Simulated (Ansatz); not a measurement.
# WC (Fm-3m) in Ansatz: notebook, part 2 of 2

Ansatz 0.2.0. Earlier steps stand in the parts before.

### 3 Relaxation of cell and atoms, PBEsol+U

Contents of input.yaml:

```yaml
crystal:
  lattice:
    - [0.0, 2.192684, 2.192684]
    - [2.192684, 0.0, 2.192684]
    - [2.192684, 2.192684, 0.0]
  atoms:
    - { symbol: W, position: [0.0, 0.0, 0.0] }
    - { symbol: C, position: [0.5, 0.5, 0.5] }
hamiltonian:
  xc: pbesol
  pseudopotentials: { kind: paw }
  hubbard: { sites: [{ species: W, l: d, u_eff: 6.0 }] }
kpoints:
  mp_grid: { grid: [10, 10, 10] }
scf:
  occupations: { method: fermi_dirac, width: 0.05 }
output:
  forces: true
  stress: true
  eigenvalues: true
  write_density: true
  write_potential: true
  elf: true
  volumetric_format: npy
relax:
  f_tol: 0.01
  max_steps: 40
  cell: { stress_tol: 0.05 }
```

Potentials or basis: Ansatz PAW.

On the command line:

```bash
$ ansatz run input.yaml --threads 2 --pin off --max-ram 5632MiB --backend cpu --events-out ev --progress --plain --runs-dir out
```

Standard output:

```text
Warning: RAYON_NUM_THREADS=2 ignored (pool sized by the plan → 2); use --threads N
W: projections on atomic orbitals take those of the free atom [Kr 4d10 4f14] 5s2 5p6 5d4 6s2, of charge +0.00 (hamiltonian.pseudopotentials.projection_atoms); the dataset's partial waves leave at most 6.5e-5 of an orbital's norm unspanned inside its sphere
C: projections on atomic orbitals take those of the free atom [He] 2s2 2p2, of charge +0.00 (hamiltonian.pseudopotentials.projection_atoms); the dataset's partial waves leave at most 3.7e-9 of an orbital's norm unspanned inside its sphere
Engine: ansatz 0.2.0, x86_64-unknown-linux-gnu
Pseudopotentials: kind: paw
Pseudopotential: W, paw, valence charge 14, recommended cutoff 420 eV (normal), W.paw.azcp
Pseudopotential: C, paw, valence charge 4, recommended cutoff 420 eV (normal), C.paw.azcp
Functional definition: PBEsol
  exchange = pbesol_x
  correlation = pbesol_c
Crystal: 2 atoms, lattice volume = 21.084 Å³
Basis set: ecut = 420 eV, 411 PW (Γ), exchange–correlation on 48×48×48 points (8 copies of the dense FFT grid, shifted against one another)
Bands: 13, of which v1, the nominal top of the filled ones, is band 9 counted from 1 (8 counted from 0)
Symmetry: 48 space group operations
Space group: Fm-3m (ITA 225), of the structure as read, at distance tolerance 2.8e-5 Å
k-points: 47 of 1000
Non-local potential: W, projectors of the file, l = 0: 3, l = 1: 2, l = 2: 2, l = 3: 1
Non-local potential: C, projectors of the file, l = 0: 2, l = 1: 2, l = 2: 1
PAW form: soft (Blöchl's): semilocal exchange-correlation on the pseudo side does not see the compensation charge
PAW frozen core: W, regenerated for the run's functional, and the local potential with it (the file was generated under x = pbe(κ = 0.804, μ = 0.2195149727645171), c = pbe(β = 0.06672455060314922))
PAW frozen core: C, regenerated for the run's functional, and the local potential with it (the file was generated under x = pbe(κ = 0.804, μ = 0.2195149727645171), c = pbe(β = 0.06672455060314922))
[... 97 lines left out ...]
  E_smearing   = -0.007331  (= −TS)
  E_closure    = 0.000000  (closes the sum)
  Σ components = -10495.380105   (vs F -10495.380105, Δ=0.00e0)
--- Forces (eV/Å), atoms counted from 1 ---
  atom   1  W      0.00000000     0.00000000    -0.00000000
  atom   2  C     -0.00000000    -0.00000000     0.00000000
  max |Σ_I F_I| component: 4.15e-29 eV/Å
--- Stress (GPa, compression-positive) ---
        0.000313      -0.000000      -0.000000
       -0.000000       0.000313       0.000000
       -0.000000       0.000000       0.000313
  P = ⅓ Tr σ = 0.0003 GPa (0.003 kbar)
--- Band table (eV; the first three rows and the last of 47) ---
  k-point 0: bands = ["-53.1386", "-17.1542", "-17.1542", "-17.1542", "6.2772", "19.3947", "19.3947", "19.3947", "21.2361", "21.2361", "21.2361", "21.5705", "21.5705", "29.0380", "31.8404", "45.8309", "45.8309"]
  k-point 1: bands = ["-53.1346", "-17.2189", "-17.1610", "-17.1610", "6.5675", "18.4938", "19.0337", "19.0337", "20.1486", "20.1486", "21.5843", "23.5836", "23.5836", "29.5519", "32.5082", "43.1156", "44.2659"]
  k-point 2: bands = ["-53.1240", "-17.3853", "-17.1788", "-17.1788", "7.3868", "16.8271", "17.6885", "17.6885", "20.6949", "20.6949", "22.0426", "25.9967", "25.9967", "30.5819", "34.0070", "40.1649", "41.1518"]
  k-point 46: bands = ["-53.0817", "-17.6161", "-17.5074", "-17.3880", "9.5504", "16.0451", "16.1973", "16.2278", "21.9507", "23.5162", "24.6239", "25.8479", "27.6430", "33.6961", "34.6137", "36.1365", "38.9747"]
Occupation matrices written to <dir>
--- Relaxed structure (5 steps of the walk, 5 accepted, 2 SCFs on fresh bases) ---
  F+E_penalty+E_count = -10495.38010545 eV   max|allowed force component| = 2.551e-29 eV/Å   (the final SCF, on the basis selected at the relaxed cell)
  cell:  # Å, volume = 20.5548 Å³
    - [4.585834829606031e-33, 2.1741741645593806, 2.1741741645593806]
    - [2.1741741645593806, 3.901144212685686e-33, 2.1741741645593806]
    - [2.1741741645593806, 2.1741741645593806, 5.276894661567496e-33]
  atoms:
    - { symbol: W, position: [-1.1436765542699107e-36, 1.829882486840518e-36, 9.149412434123578e-37] }
    - { symbol: C, position: [0.5000000000000001, 0.5000000000000001, 0.5000000000000001] }
```

rho_z.tsv:

```text
# z_ang	rho[e/angstrom^3]
# format = ansatz-planar-average/11
# lattice	0.000000000	2.174174165	2.174174165
# lattice	2.174174165	0.000000000	2.174174165
# lattice	2.174174165	2.174174165	0.000000000
# sites	2
# site	74	0.000000000	-0.000000000	0.000000000
# site	6	2.174174165	2.174174165	2.174174165
0.000000	1.312470e0
0.128114	1.300194e0
0.256229	1.256749e0
0.384343	1.171333e0
0.512458	1.045873e0
0.640572	9.017352e-1
0.768687	7.699214e-1
0.896801	6.742109e-1
1.024916	6.212925e-1
1.153030	6.023631e-1
1.281144	6.013095e-1
1.409259	6.044137e-1
1.537373	6.057396e-1
1.665488	6.044137e-1
1.793602	6.013095e-1
1.921717	6.023631e-1
2.049831	6.212925e-1
2.177946	6.742109e-1
2.306060	7.699214e-1
2.434174	9.017352e-1
2.562289	1.045873e0
2.690403	1.171333e0
2.818518	1.256749e0
2.946632	1.300194e0
```

v_z.tsv:

```text
# z_ang	v_es[eV]	v_tot[eV]
# format = ansatz-planar-average/11
# xc	pbesol
# density_cutoff_ev	1680
# datasets	W=:simpson_from_first_knot:soft:shift=-887417	C=:simpson_from_first_knot:soft:shift=-124771
# lattice	0.000000000	2.174174165	2.174174165
# lattice	2.174174165	0.000000000	2.174174165
# lattice	2.174174165	2.174174165	0.000000000
# sites	2
# site	74	0.000000000	-0.000000000	0.000000000
# site	6	2.174174165	2.174174165	2.174174165
0.000000	1.881158e0	-1.381651e1
0.128114	2.188747e0	-1.344007e1
0.256229	3.083511e0	-1.233836e1
0.384343	4.488432e0	-1.059901e1
0.512458	6.266302e0	-8.395506e0
0.640572	8.224868e0	-5.979290e0
0.768687	1.003098e1	-3.750279e0
0.896801	1.131612e1	-2.128474e0
1.024916	1.195350e1	-1.262809e0
1.153030	1.200652e1	-1.089263e0
1.281144	1.165218e1	-1.411976e0
1.409259	1.121878e1	-1.860876e0
1.537373	1.103525e1	-2.057192e0
1.665488	1.121878e1	-1.860876e0
1.793602	1.165218e1	-1.411976e0
1.921717	1.200652e1	-1.089263e0
2.049831	1.195350e1	-1.262809e0
2.177946	1.131612e1	-2.128474e0
2.306060	1.003098e1	-3.750279e0
2.434174	8.224868e0	-5.979290e0
2.562289	6.266302e0	-8.395506e0
2.690403	4.488432e0	-1.059901e1
2.818518	3.083511e0	-1.233836e1
2.946632	2.188747e0	-1.344007e1
```

It took 4.2 s on 2 threads of Intel Xeon 6975P-C (Granite Rapids), shared host; peak memory 0.37 GiB.

What came out:

| Quantity | Value |
| --- | --- |
| Free energy | -10495.3801 eV |
| Relaxed volume | 10.28 Å³/atom |
| Relaxed cell | a = 3.075 Å, b = 3.075 Å, c = 3.075 Å, α = 60.00°, β = 60.00°, γ = 60.00° |
| Space group after relaxing (to 0.05 Å) | Fm-3m (No. 225) |
| Energy gained by relaxing | 7.8 meV/atom |
| Ionic steps | 7 |
| Pressure after relaxing | 0.0 GPa |
| Band gap on the k mesh | none (metal or under the smearing width) |

The path:
| step | energy change (eV) | largest force (eV/Å) | volume (Å³) |
| --- | --- | --- | --- |
| 1 | 0.0000 | 0.0000 | 21.08 |
| 2 | -0.0136 | 0.0000 | 20.31 |
| 3 | -0.0166 | 0.0000 | 20.57 |
| 4 | -0.0166 | 0.0000 | 20.56 |
| 5 | -0.0156 | 0.0000 | 20.56 |
| 6 | -0.0156 | 0.0000 | 20.55 |
| 7 | -0.0156 | 0.0000 | 20.55 |

Final structure:
```cif
data_structure
_symmetry_space_group_name_H-M 'P 1'
_symmetry_Int_Tables_number 1
_cell_length_a 3.0747
_cell_length_b 3.0747
_cell_length_c 3.0747
_cell_angle_alpha 60.000
_cell_angle_beta 60.000
_cell_angle_gamma 60.000
_cell_volume 20.55
loop_
_atom_site_label
_atom_site_type_symbol
_atom_site_fract_x
_atom_site_fract_y
_atom_site_fract_z
_atom_site_occupancy
W1 W 0.00000 0.00000 0.00000 1
C1 C 0.50000 0.50000 0.50000 1
```

Levels at points of the mesh, in eV from the Fermi level:
```csv
k point,band 5,band 6,band 7,band 8,band 9,band 10,band 11,band 12,band 13,band 14
"(0.00, 0.00, 0.00)",-16.08,-2.96,-2.96,-2.96,-1.12,-1.12,-1.12,-0.78,-0.78,6.69
"(0.00, 0.00, -0.50)",-11.24,-10.11,-6.69,-6.69,1.01,1.01,2.33,4.85,9.14,9.14
"(0.00, -0.50, -0.50)",-13.63,-6.07,-5.72,-2.57,-2.57,1.10,2.26,2.26,5.62,7.59
```

Eigenvalues of the final occupation matrices:
| site | spin | trace | eigenvalues |
| --- | --- | --- | --- |
| site 1 | 1 | 2.36 | 0.44 0.44 0.49 0.49 0.49 |

Caveat: the plane-wave basis is chosen anew once the cell has moved, so the energies of steps on either side of that aren't comparable; the pressure holds a Pulay correction of +0.3 GPa for the finite cutoff; U without spin polarisation on a metal has little footing; the PAW data sets come from PBE, with cores solved anew for the run's functional, which leaves a small shift of forces and pressure; the U is typed as a test and isn't derived for this compound. The run has no spin-orbit coupling, so splittings on W are missing.

### 4 Relaxation of cell and atoms, PBEsol+U

Edit input.yaml of step 3 so:

```diff
@@ -11,3 +11,3 @@
   pseudopotentials: { kind: paw }
-  hubbard: { sites: [{ species: W, l: d, u_eff: 6.0 }] }
+  hubbard: { sites: [{ species: W, l: d, u_eff: 8.0 }] }
 kpoints:
@@ -20,6 +20,2 @@
   eigenvalues: true
-  write_density: true
-  write_potential: true
-  elf: true
-  volumetric_format: npy
 relax:
```

On the command line:

```bash
$ ansatz run input.yaml --threads 2 --pin off --max-ram 5632MiB --backend cpu --events-out ev --progress --plain --runs-dir out
```

Wall time 4.4 s (2 threads of Intel Xeon 6975P-C (Granite Rapids), shared host); peak memory 0.36 GiB.

It converged, with:

```yaml
Free_energy: -10492.8973 eV
Relaxed_volume: 10.29 Å³/atom
Relaxed_cell: a = 3.076 Å, b = 3.076 Å, c = 3.076 Å, α = 60.00°, β = 60.00°, γ = 60.00°
Space_group_after_relaxing_to_0.05_Å: Fm-3m (No. 225)
Energy_gained_by_relaxing: 7.0 meV/atom
Ionic_steps: 7
Pressure_after_relaxing: 0.0 GPa
Band_gap_on_the_k_mesh: none (metal or under the smearing width)
```

Step by step:
```tsv
step	energy change (eV)	largest force (eV/Å)	volume (Å³)
1	0.0000	0.0000	21.08
2	-0.0124	0.0000	20.36
3	-0.0150	0.0000	20.59
4	-0.0150	0.0000	20.58
5	-0.0140	0.0000	20.58
6	-0.0140	0.0000	20.58
7	-0.0140	0.0000	20.58
```

Final structure:
```xyz
2
Lattice="0.0000 2.1751 2.1751 2.1751 0.0000 2.1751 2.1751 2.1751 0.0000" Properties=species:S:1:pos:R:3 pbc="T T T"
W     0.0000    0.0000    0.0000
C     2.1751    2.1751    2.1751
```

Levels at points of the mesh, in eV from the Fermi level:
```tsv
k point	band 7	band 8	band 9	band 10	band 11	band 12
(0.00, 0.00, 0.00)	-2.99	-2.99	-1.10	-1.10	-1.10	-0.62
(0.00, 0.00, -0.50)	-6.60	-6.60	0.98	0.98	2.30	4.84
(0.00, -0.50, -0.50)	-5.71	-2.55	-2.55	1.26	2.21	2.21
```

Eigenvalues of the final occupation matrices:
```
  site  spin  trace               eigenvalues
site 1     1   2.35  0.43 0.43 0.50 0.50 0.50
```

Caveat: the plane-wave basis is chosen anew once the cell has moved, so the energies of steps on either side of that aren't comparable; the pressure holds a Pulay correction of +0.3 GPa for the finite cutoff; U without spin polarisation on a metal has little footing; the PAW data sets come from PBE, with cores solved anew for the run's functional, which leaves a small shift of forces and pressure; the U is typed as a test and isn't derived for this compound. Spin-orbit coupling is left out, which matters for the levels of W.

### 5 The runs side by side

| U | gap on the mesh (eV) | pressure (GPa) | relaxed volume (Å³/atom) |
| --- | --- | --- | --- |
| W d U = 5 eV | none | 0.0 | 10.27 |
| W d U = 6 eV | none | 0.0 | 10.28 |
| W d U = 8 eV | none | 0.0 | 10.29 |

Alike in all rows: task relaxation of cell and atoms; level PBEsol+U; potentials or basis Ansatz PAW; no spin polarisation; cell relaxed; k mesh 10 × 10 × 10; cutoff (eV) 420; smearing fermi-dirac 0.05 eV.

Caveats: the plane-wave basis is chosen anew once the cell has moved, so the energies of steps on either side of that aren't comparable; U without spin polarisation on a metal has little footing; the PAW data sets come from PBE, with cores solved anew for the run's functional, which leaves a small shift of forces and pressure; the U is typed as a test and isn't derived for this compound.

Total energies depend on the potentials used, so only differences within one code and one set of settings carry meaning.
